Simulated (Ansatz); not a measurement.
# Molecular dynamics of TaN

input.yaml

```yaml
accuracy: low
crystal:
  lattice:
    - [5.456886, 0.0, 0.0]
    - [-2.728443, 4.725802, 0.0]
    - [0.0, 0.0, 6.107502]
  atoms:
    - { symbol: Ta, position: [0.04271593, 0.05144328, -0.05447345] }
    - { symbol: Ta, position: [0.37189831, 0.69230243, 0.21728268] }
    - { symbol: Ta, position: [0.68541774, 0.32514336, 0.2479768] }
    - { symbol: "N", position: [0.40506487, 0.03169565, -0.05327305] }
    - { symbol: "N", position: [0.63993592, 0.63526095, -0.03277797] }
    - { symbol: "N", position: [0.00476686, 0.38836521, -0.01140418] }
    - { symbol: Ta, position: [0.00924931, 0.02530342, 0.436055] }
    - { symbol: Ta, position: [0.31613801, 0.70940866, 0.72405492] }
    - { symbol: Ta, position: [0.66665858, 0.37882774, 0.72543277] }
    - { symbol: "N", position: [0.38864246, 0.00285397, 0.47430018] }
    - { symbol: "N", position: [0.66651889, 0.64315084, 0.43678707] }
    - { symbol: "N", position: [0.05814634, 0.41241735, 0.47691786] }
basis:
  ecutwfc: 420.0
kpoints:
  mp_grid: { grid: [2, 2, 2] }
hamiltonian:
  xc: pbe
  pseudopotentials: { kind: paw, azcp: { folder: soft_1 } }
scf:
  occupations: { method: fermi_dirac, width: 0.17 }
  lower_state_search: "off"
  max_iter: 56
md:
  timestep: 1
  n_steps: 190
  ensemble: nvt_nose_hoover
  temperature: 1400.0
  initial_velocities: maxwell_boltzmann
  seed: 467715
  nose_hoover: { tau: 10.0, chain_length: 1 }
```

Launched with:

```bash
$ ansatz run input.yaml --threads 1 --pin off --max-ram 3072MiB --backend cpu --events-out ev --progress --plain --runs-dir out
```

It goes on from the last frame of an earlier run, with new velocities.

Output, in part (step lines):

```
md step     0: t =     0.00 fs  T =  1400.0 K  F+E_penalty+E_count = -61913.01693403 eV  E_kin = 1.990604 eV  conserved = -61911.02633004 eV  (12 SCF iters)
md step     1: t =     1.00 fs  T =  1313.6 K  F+E_penalty+E_count = -61912.89364708 eV  E_kin = 1.867824 eV  conserved = -61911.02611141 eV  (8 SCF iters)
md step     2: t =     2.00 fs  T =  1231.6 K  F+E_penalty+E_count = -61912.77424955 eV  E_kin = 1.751122 eV  conserved = -61911.02588799 eV  (8 SCF iters)
md step     3: t =     3.00 fs  T =  1157.4 K  F+E_penalty+E_count = -61912.66214770 eV  E_kin = 1.645610 eV  conserved = -61911.02566903 eV  (8 SCF iters)
md step     4: t =     4.00 fs  T =  1094.2 K  F+E_penalty+E_count = -61912.56060353 eV  E_kin = 1.555782 eV  conserved = -61911.02546577 eV  (8 SCF iters)
md step     5: t =     5.00 fs  T =  1044.7 K  F+E_penalty+E_count = -61912.47258741 eV  E_kin = 1.485483 eV  conserved = -61911.02529087 eV  (4 SCF iters)
md step     6: t =     6.00 fs  T =  1011.3 K  F+E_penalty+E_count = -61912.40061793 eV  E_kin = 1.437893 eV  conserved = -61911.02515719 eV  (3 SCF iters)
md step     7: t =     7.00 fs  T =   995.5 K  F+E_penalty+E_count = -61912.34660254 eV  E_kin = 1.415513 eV  conserved = -61911.02507579 eV  (3 SCF iters)
[... lines left out ...]
md step   188: t =   188.00 fs  T =  1377.0 K  F+E_penalty+E_count = -61912.26594973 eV  E_kin = 1.957943 eV  conserved = -61911.02552644 eV  (3 SCF iters)
md step   189: t =   189.00 fs  T =  1371.3 K  F+E_penalty+E_count = -61912.26720344 eV  E_kin = 1.949781 eV  conserved = -61911.02562326 eV  (3 SCF iters)
md step   190: t =   190.00 fs  T =  1370.1 K  F+E_penalty+E_count = -61912.27409518 eV  E_kin = 1.948049 eV  conserved = -61911.02573588 eV  (8 SCF iters)
```

The steps, from the saved trajectory:

```
time (fs)  T (K)  potential energy less start (eV)  conserved less start (meV/atom)
        0   1400                             0.000                             0.00
        6   1011                             0.616                             0.10
       12   1207                             0.662                             0.07
       18   1870                             0.345                            -0.03
       24   1992                             0.380                            -0.01
       30   1395                             0.765                             0.06
       36   1010                             0.967                             0.06
       42   1054                             0.872                             0.03
       48   1359                             0.686                            -0.01
       54   1575                             0.732                            -0.01
       60   1475                             1.083                             0.12
       66   1578                             1.033                             0.18
       72   1981                             0.287                             0.02
       78   1742                            -0.273                            -0.05
       84   1134                            -0.399                            -0.03
       90    855                            -0.513                            -0.03
       96    953                            -0.780                            -0.06
      102   1299                            -1.086                            -0.09
      108   1597                            -1.160                            -0.11
      114   1495                            -0.820                            -0.04
      120   1299                            -0.459                             0.05
      126   1498                            -0.599                             0.01
      132   1794                            -0.983                            -0.09
      138   1551                            -1.018                            -0.10
      144   1093                            -0.789                            -0.04
      150    954                            -0.713                            -0.06
      156   1101                            -0.727                            -0.09
      162   1329                            -0.558                            -0.05
      168   1565                            -0.234                             0.01
      174   1719                             0.106                             0.02
      180   1606                             0.477                             0.05
      186   1405                             0.731                             0.08
```

The run went to its last step. The conserved energy stayed within 0.2 meV per atom of its start (net change 0.049 meV per atom), so the integration is sound. A run of 0.19 ps of so small a system gives no equilibrium averages. Limits of this set-up: coarse k mesh, low accuracy level.

Mean squared displacements from the first frame to the last, about the centre of mass: Ta 0.12 Å², N 0.08 Å².

Last frame:

```xyz
12
Lattice="5.4569 0.0000 0.0000 -2.7284 4.7258 0.0000 0.0000 0.0000 6.1075" Properties=species:S:1:pos:R:3
Ta 0.040 0.131 -0.140
Ta -0.179 3.168 1.268
Ta 2.917 1.905 1.283
N 2.027 0.078 -0.002
N 1.733 3.058 -0.208
N -0.966 1.817 -0.306
Ta 0.012 0.005 3.066
Ta 0.005 3.477 4.313
Ta 2.724 1.653 4.204
N 1.969 -0.063 2.896
N 1.521 3.001 2.787
N -0.997 1.761 3.131
```

Time of the run: 14 min on 1 thread of AMD EPYC 7R43 64-Core Processor (Zen 3), with other jobs on the host, peak memory 0.52 GiB.
